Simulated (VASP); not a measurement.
**H2CO: single point with r2SCAN**

The system is H2CO.

```xyz
24
Lattice="7.1531 0.0000 0.0000 0.0000 7.1531 0.0000 0.0000 0.0000 7.1531" Properties=species:S:1:pos:R:3 pbc="T T T"
O     3.1464    2.0011    7.4085
O     1.5408    2.8656    3.3641
O     5.5904    3.6764    2.2729
O     1.7303    6.1736    4.0364
O     6.3094    7.1754    0.5672
O    -1.3034    1.5566    4.8510
C     3.3450    1.6409    6.2747
C     0.9782    2.6792    2.3090
C     4.8500    2.7428    2.4986
C     2.6471    5.4342    4.2817
C     5.7262    6.1243    0.4887
C    -0.1855    1.5069    5.3052
H     3.2534    2.3271    5.4064
H     3.6299    0.5993    6.0366
H     1.0755    3.3905    1.4702
H     0.3735    1.7746    2.1221
H     3.8535    2.8818    2.9745
H     5.1279    1.7088    2.2388
H     3.6284    5.5257    3.7536
H     2.5555    4.6359    5.0536
H     6.1455    5.2622   -0.0624
H     4.7360    5.9670    0.9614
H     0.1891    2.2836    6.0006
H     0.5101    0.6924    5.0507
```

The cell was built by a generator and needn't be a form met in nature.

```
Program             : VASP 6.6.1
Task                : single point
Functional          : r2SCAN
Potentials or basis : VASP PAW PBE potentials, release 64 (O, C, H)
Cutoff              : 520 eV
k mesh              : 1 × 1 × 1
Occupations         : fermi-dirac, width 0.05 eV
Spin                : no spin polarisation
```

```json
{
 "Pressure": "0.0 GPa",
 "Largest force": "0.700 eV/Å",
 "Band gap on the k mesh": "3.68 eV, direct"
}
```

Forces on the atoms (eV/Å):
```
O   -0.067  0.148  0.443
O    0.306  0.091  0.526
O    0.149  0.195  0.015
O   -0.427  0.417 -0.124
O    0.283  0.513  0.028
O   -0.637  0.037 -0.230
C    0.109  0.001 -0.550
C   -0.311 -0.009 -0.561
C   -0.270 -0.209  0.109
C    0.514 -0.452  0.145
C   -0.334 -0.466  0.004
C    0.605  0.002  0.233
H   -0.029 -0.138  0.123
H   -0.001 -0.032 -0.024
H    0.002 -0.035  0.027
H   -0.019  0.003  0.001
H    0.138  0.031 -0.110
H   -0.004 -0.043 -0.018
H   -0.183 -0.128  0.121
H    0.114  0.145 -0.129
H    0.018 -0.033 -0.016
H    0.057  0.000 -0.002
H   -0.006 -0.008  0.007
H   -0.005 -0.028 -0.020
```

Stress tensor (GPa, compression positive):
```
 0.05 -0.07  0.40
-0.07  0.10  0.27
 0.40  0.27 -0.02
```

Levels at points of the mesh, in eV from the valence-band top:
| k point | band 34 | band 35 | band 36 | band 37 | band 38 | band 39 |
| --- | --- | --- | --- | --- | --- | --- |
| (0.00, 0.00, 0.00) | -0.24 | -0.16 | 0.00 | 3.68 | 3.74 | 4.01 |

Run time: 100 s on 1 thread of AMD EPYC 9R45 (Zen 5) (shared host), peak memory 0.38 GiB.

Caveat: the standard files for N, O and F lose accuracy on very short bonds; the PAW data sets were made with another functional, which shifts forces and pressure a little. r2SCAN opens gaps a little over a GGA but as a rule still falls short of measured ones.
